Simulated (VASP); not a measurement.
# CoO (P3m1) in VASP: a series of runs

One crystal, CoO, is run at these levels: PBE; tasks: single point.

Program: VASP 6.6.1. These are calculated values, not measurements. Logs are shortened: lines on timing, memory, paths and dates and some standing lists are left out, and cuts for length are marked.

## 1. Starting point

Symmetry: P6_3mc, No. 186, hexagonal system. The conventional cell has a = 3.198 Å, b = 3.198 Å, c = 5.229 Å, α = 90.00°, β = 90.00°, γ = 120.00°. Around Co (site symmetry 3m) lie 4 O at 1.93 to 1.97 Å. O (site symmetry 3m) has 4 Co at 1.93 to 1.97 Å as nearest neighbours.

Measurements of this composition are mostly on another form, of space group No. 225.

## 2. Single point, PBE, collinear spin, ferromagnetic start

INCAR

```
ADDGRID = F ; ALGO = Normal
EDIFF = 1E-6 ; ENCUT = 400
GGA = PE ; ISIF = 2
ISMEAR = 0 ; ISPIN = 2
LASPH = T ; LCHARG = F
LMAXMIX = 4 ; LORBIT = 11
LREAL = F ; LWAVE = F
MAGMOM = 2 2 0 0 ; NELM = 100
PREC = Accurate ; SIGMA = 0.05
```

KPOINTS

```
k-points
0
Gamma
  6 6 3
```

POSCAR

```
CoO
1.0
    3.1976457435      0.0000000000      0.0000000000
   -1.5988228718      2.7692424462      0.0000000000
    0.0000000000      0.0000000000      5.2287097100
Co O
2 2
Direct
    0.3333333333      0.6666666667      0.5033624100
    0.0000000000      0.0000000000      0.0034741400
    0.3333333333      0.6666666667      0.8715556000
    0.0000000000      0.0000000000      0.3716088500
```

Potentials or basis: VASP PAW PBE potentials, release 64 (Co, O).

Command:

```console
> cat potpaw_PBE.64/Co/POTCAR potpaw_PBE.64/O/POTCAR > POTCAR
> mpirun -np 1 vasp_std > vasp.out
```

OUTCAR:

```text
EDIFF = 1E-6
   ENCUT = 400
   GGA = PE
   ISIF = 2
   ISMEAR = 0
   ISPIN = 2
   LASPH = T
   LORBIT = 11
   LREAL = F
   NELM = 100
   PREC = Accurate

 Found     17 irreducible k-points:

 Following reciprocal coordinates:
            Coordinates               Weight
  0.000000  0.000000  0.000000      1.000000
  0.166667  0.000000  0.000000      6.000000
  0.333333  0.000000  0.000000      6.000000
  0.500000  0.000000  0.000000      3.000000
  0.166667  0.166667  0.000000      6.000000
  0.333333  0.166667  0.000000     12.000000
   k-points           NKPTS =     17   k-points in BZ     NKDIM =     17   number of bands    NBANDS=     21
   number of dos      NEDOS =    301   number of ions     NIONS =      4
   total plane-waves  NPLWV =  20736
   dimension x,y,z NGX =    24 NGY =   24 NGZ =   36
   dimension x,y,z NGXF=    48 NGYF=   48 NGZF=   72
   ions per type =               2   2
   NGX,Y,Z   is equivalent  to a cutoff of  12.48, 12.48, 11.45 a.u.
   NGXF,Y,Z  is equivalent  to a cutoff of  24.96, 24.96, 22.89 a.u.
 SYSTEM =  unknown system
   PREC   = accura    normal or accurate (medium, high low for compatibility)
   ISTART =      0    job   : 0-new  1-cont  2-samecut
   ICHARG =      2    charge: 1-file 2-atom 10-const
   ISPIN  =      2    spin polarized calculation?
   LNONCOLLINEAR =      F non collinear calculations
   LSORBIT =      F    spin-orbit coupling
   LASPH  =      T    aspherical Exc in radial PAW
   ENCUT  =  400.0 eV  29.40 Ry    5.42 a.u.   5.21  5.21  8.53*2*pi/ulx,y,z
   NELM   =    100;   NELMIN=  2; NELMDL= -5     # of ELM steps
   EDIFF  = 0.1E-05   stopping-criterion for ELM
   LREAL  =      F    real-space projection
   EDIFFG = 0.1E-04   stopping-criterion for IOM
   NSW    =      0    number of steps for IOM
   IBRION =     -1    ionic relax: 0-MD 1-quasi-New 2-CG
   NFREE  =      0    steps in history (QN), initial steepest desc. (CG)
   ISIF   =      2    stress and relaxation
   ISYM   =      2    0-nonsym 1-usesym 2-fastsym
   POTIM  = 0.5000    time-step for ionic-motion
   TEBEG  =    0.0;   TEEND  =   0.0 temperature during run
   PSTRESS=    0.0 pullay stress
   NELECT =      30.0000    total number of electrons
   NUPDOWN=      -1.0000    fix difference up-down
   EMIN   =  10.00;   EMAX   =-10.00  energy-range for DOS
   EFERMI =   0.00;   METHOD = LEGACY
   ISMEAR =     0;   SIGMA  =   0.05  broadening in eV -4-tet -1-fermi 0-gaus
   EFERMI_NEDOS =   21; number of points for ismear=-14 and -15
   IALGO  =     38    algorithm
   IMIX   =      4    mixing-type and parameters
     AMIX     =   0.40;   BMIX     =  1.00
     AMIX_MAG =   1.60;   BMIX_MAG =  1.00
  volume/ion in A,a.u.               =      11.58        78.11
  Fermi-wavevector in a.u.,A,eV,Ry     =   1.416620  2.677023 27.304329  2.006812
  Thomas-Fermi vector in A             =   2.537935
   LORBIT       =     11    0 simple, 1 ext, 2 COOP (PROOUT), +10 PAW based schemes
   GGA     = PE    functional components
   LHFCALC =     F    Hartree Fock is set to
   AEXX    =    0.0000 exact exchange contribution
   IVDW    =     0    specifies the selected vdW correction
   LEPSILON=     F    determine dielectric tensor
   LRPA    =     F    only Hartree local field effects (RPA)
 spin polarized calculation
 Gauss-broadening in eV      SIGMA  =   0.05
  energy-cutoff  :      400.00
  volume of cell :       46.30
 maximum number of plane-waves:       852
 NGX is ok and might be reduce to    24
   NGX = 11   NGY = 11   NGZ = 17

 number of electron      30.0000009 magnetization       5.9223890

 Free energy of the ion-electron system (eV)
  ---------------------------------------------------
  ext. energy  EPLUGINS =         0.00000000
  ---------------------------------------------------
  free energy    TOTEN  =       -26.64322766 eV

  energy without entropy =      -26.64085132  energy(sigma->0) =      -26.64203949

 E-fermi :   6.0590     XC(G=0): -11.1047

 val. band max:        6.0466409868   @ k =   0.1667   0.0000   0.0000
 cond. band min:       6.1025118046   @ k =   0.5000   0.0000   0.3333
 fundamental gap:      0.0558708178
 Fermi energy:         6.0590225111

 spin component 1

 k-point     1 :       0.0000    0.0000    0.0000
  band No.  band energies     occupation
      1     -13.9579      1.00000
      2     -13.3292      1.00000
      3      -0.9975      1.00000
      4      -0.2162      1.00000
      5      -0.0573      1.00000
      6      -0.0573      1.00000
[... 13 lines left out ...]
     20      11.3998      0.00000
     21      13.0129      0.00000

 k-point     2 :       0.1667    0.0000    0.0000
  band No.  band energies     occupation
      1     -13.8240      1.00000
      2     -13.2733      1.00000
      3      -0.7484      1.00000
      4      -0.3739      1.00000
      5      -0.1107      1.00000
      6       0.0226      1.00000
[... 13 lines left out ...]
     20      12.3798      0.00000
     21      13.1198      0.00000

 k-point     3 :       0.3333    0.0000    0.0000
  band No.  band energies     occupation
      1     -13.5296      1.00000
      2     -13.1764      1.00000
      3      -0.8280      1.00000
      4      -0.3493      1.00000
      5      -0.0526      1.00000
      6       0.1669      1.00000
[... 13 lines left out ...]
     20      13.0706      0.00000
     21      14.0115      0.00000

 k-point     4 :       0.5000    0.0000    0.0000
  band No.  band energies     occupation
      1     -13.3465      1.00000
      2     -13.1593      1.00000
      3      -0.7937      1.00000
      4      -0.6646      1.00000
      5       0.1451      1.00000
      6       0.2258      1.00000
[... 13 lines left out ...]
     20      11.9662      0.00000
     21      13.0790      0.00000

 k-point     5 :       0.1667    0.1667    0.0000
  band No.  band energies     occupation
      1     -13.6083      1.00000
      2     -13.1962      1.00000
      3      -0.6567      1.00000
      4      -0.4217      1.00000
      5       0.0339      1.00000
      6       0.0506      1.00000
[... 13 lines left out ...]
     20      13.0392      0.00000
     21      14.0372      0.00000

 k-point     6 :       0.3333    0.1667    0.0000
  band No.  band energies     occupation
      1     -13.3535      1.00000
      2     -13.1551      1.00000
      3      -0.6577      1.00000
      4      -0.4132      1.00000
      5       0.0885      1.00000
      6       0.1658      1.00000
[... 13 lines left out ...]
     20      13.0539      0.00000
     21      13.4943      0.00000

 [... further k-points ...]

 spin component 2

 k-point     1 :       0.0000    0.0000    0.0000
  band No.  band energies     occupation
      1     -13.3955      1.00000
      2     -12.7348      1.00000
      3      -0.4496      1.00000
      4       1.1043      1.00000
      5       1.2549      1.00000
      6       1.2549      1.00000
[... 13 lines left out ...]
     20      12.0056      0.00000
     21      13.9701      0.00000

 k-point     2 :       0.1667    0.0000    0.0000
  band No.  band energies     occupation
      1     -13.2557      1.00000
      2     -12.6755      1.00000
      3      -0.1933      1.00000
      4       0.7382      1.00000
      5       1.0883      1.00000
      6       1.2060      1.00000
[... 13 lines left out ...]
     20      13.0698      0.00000
     21      14.0891      0.00000

 k-point     3 :       0.3333    0.0000    0.0000
  band No.  band energies     occupation
      1     -12.9464      1.00000
      2     -12.5726      1.00000
      3      -0.0079      1.00000
      4       0.3140      1.00000
      5       0.5914      1.00000
      6       1.3139      1.00000
[... 13 lines left out ...]
     20      14.1957      0.00000
     21      14.6824      0.00000

 k-point     4 :       0.5000    0.0000    0.0000
  band No.  band energies     occupation
      1     -12.7525      1.00000
      2     -12.5547      1.00000
      3      -0.1830      1.00000
      4       0.0228      1.00000
      5       0.8126      1.00000
      6       1.3516      1.00000
[... 13 lines left out ...]
     20      12.8322      0.00000
     21      14.2499      0.00000

 k-point     5 :       0.1667    0.1667    0.0000
  band No.  band energies     occupation
      1     -13.0295      1.00000
      2     -12.5937      1.00000
      3       0.2002      1.00000
      4       0.2506      1.00000
      5       0.7834      1.00000
      6       1.1845      1.00000
[... 13 lines left out ...]
     20      14.1472      0.00000
     21      14.7403      0.00000

 k-point     6 :       0.3333    0.1667    0.0000
  band No.  band energies     occupation
      1     -12.7602      1.00000
      2     -12.5499      1.00000
      3       0.0222      1.00000
      4       0.2761      1.00000
      5       0.8194      1.00000
      6       1.1291      1.00000
[... 13 lines left out ...]
     20      14.1820      0.00000
     21      14.3494      0.00000

 [... further k-points ...]

------------------------ aborting loop because EDIFF is reached ----------------------------------------

  FORCE on cell =-STRESS in cart. coord.  units (eV):
  Direction    XX          YY          ZZ          XY          YZ          ZX
  --------------------------------------------------------------------------------------
  -------------------------------------------------------------------------------------
  Total       -0.9828478     -0.9828478     -0.1076537      0.0000000      0.0000000     -0.0000000
  in kB      -34.0103416    -34.0103416     -3.7252336      0.0000000      0.0000000     -0.0000000
  external PRESSURE =     -23.9153056 kB  Pullay stress =       0.0000000 kB

 VOLUME and BASIS-vectors are now :
 -----------------------------------------------------------------------------
  energy-cutoff  :      400.00
  volume of cell :       46.30
      direct lattice vectors                 reciprocal lattice vectors
     3.197645743  0.000000000  0.000000000     0.312730077  0.180554794  0.000000000
    -1.598822872  2.769242446  0.000000000     0.000000000  0.361109588  0.000000000
     0.000000000  0.000000000  5.228709710     0.000000000  0.000000000  0.191251773

 POSITION                                       TOTAL-FORCE (eV/Angst)
 -----------------------------------------------------------------------------------
     -0.00000      1.84616      2.63194         0.000000     -0.000000     -0.297815
      0.00000      0.00000      0.01817        -0.000000      0.000000     -0.304803
     -0.00000      1.84616      4.55711        -0.000000      0.000000      0.301933
      0.00000      0.00000      1.94303         0.000000     -0.000000      0.300684
 -----------------------------------------------------------------------------------
    total drift:                               -0.000000     -0.000001     -0.001663

  FREE ENERGIE OF THE ION-ELECTRON SYSTEM (eV)
  ---------------------------------------------------
  free  energy   TOTEN  =       -26.6432276597 eV

  energy  without entropy=      -26.6408513229  energy(sigma->0) =      -26.64203949

 total charge

# of ion       s       p       d       tot
------------------------------------------
    1        0.349   0.435   7.185   7.969
    2        0.349   0.435   7.185   7.969
    3        1.575   3.463   0.000   5.038
    4        1.575   3.464   0.000   5.039
--------------------------------------------------
tot          3.848   7.796  14.370  26.015

 magnetization (x)

# of ion       s       p       d       tot
------------------------------------------
    1        0.017   0.061   2.442   2.520
    2        0.017   0.060   2.442   2.519
    3        0.022   0.296   0.000   0.318
    4        0.022   0.296   0.000   0.318
--------------------------------------------------
tot          0.077   0.712   4.885   5.675
```

Run time: 52 s. Hardware: 1 thread of Intel Xeon Platinum 8375C at 2.90GHz (Ice Lake), shared host; peak memory 0.17 GiB.

The run converged, but some of its settings lie outside the range that counts as converged, so its numbers aren't taken as properties of the crystal.

Results:

```
Free energy                                           : -26.6432 eV
Largest force                                         : 0.305 eV/Å
Band gap on the k mesh                                : none (metal or under the smearing width)
Net moment                                            : 5.92 μB per cell
Site moments                                          : Co +2.52; O +0.32 μB
Valence electrons inside the program's atomic spheres : Co 7.97; O 5.04
```

Caveat: the k mesh is coarse (spacing up to 0.40 Å⁻¹), so the values aren't converged; the cutoff is under 1.25 times the usual one of these potentials, so pressure, stress and relaxed cells hold a basis-set (Pulay) error; semilocal functionals often make such compounds metallic where correlation or magnetic order opens a gap, which also shifts bond lengths.

[end of part 1 of 2]
